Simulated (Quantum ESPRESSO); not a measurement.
The system is Ta2N.

```
CELL_PARAMETERS angstrom
3.11286 0.00000 0.00000
-1.55643 2.69582 0.00000
0.00000 0.00000 4.86984
ATOMIC_POSITIONS crystal
Ta 0.33333 0.66667 0.25471
Ta 0.66667 0.33333 0.74529
N 0.00000 0.00000 0.00000
```

The cell comes from a database or a generator and needn't be the stable form of this composition.

| Quantity | Value |
| --- | --- |
| Program | Quantum ESPRESSO 7.5 |
| Task | single point |
| Functional | PBE |
| Potentials or basis | SSSP 1.3 efficiency PBE |
| Cutoff | 816 eV |
| Density cutoff | 6531 eV |
| k mesh | 10 × 10 × 6 |
| Occupations | fermi-dirac, width 0.05 eV |
| Spin | no spin polarisation |

On this cell: pressure -1.5 GPa; largest force under 0.003 eV/Å; band gap on the k mesh none (metal or under the smearing width).

The same run follows on a disturbed copy (atoms moved at random, drawn with an rms of 0.05 Å):

```
Ta N
1.0
     3.11286    0.00000    0.00000
    -1.55643    2.69582    0.00000
     0.00000    0.00000    4.86984
Ta N
2 1
Direct
  0.32460 0.65342 0.25129
  0.69069 0.34223 0.74321
  0.99834 0.00588 0.00396
```

Task: What does the disturbed cell give?

Result: The energy (extrapolated to zero smearing) moves by +10.2 meV/atom; pressure -0.8 GPa; largest force 0.776 eV/Å; band gap on the k mesh none (metal or under the smearing width).

Forces on the atoms (eV/Å):
```
Ta  -0.052  0.369  0.347
Ta  -0.439  0.008  0.121
N    0.491 -0.377 -0.468
```

Stress tensor (GPa, compression positive):
```
-1.18  0.12  0.98
 0.12 -0.99  1.17
 0.98  1.17 -0.26
```
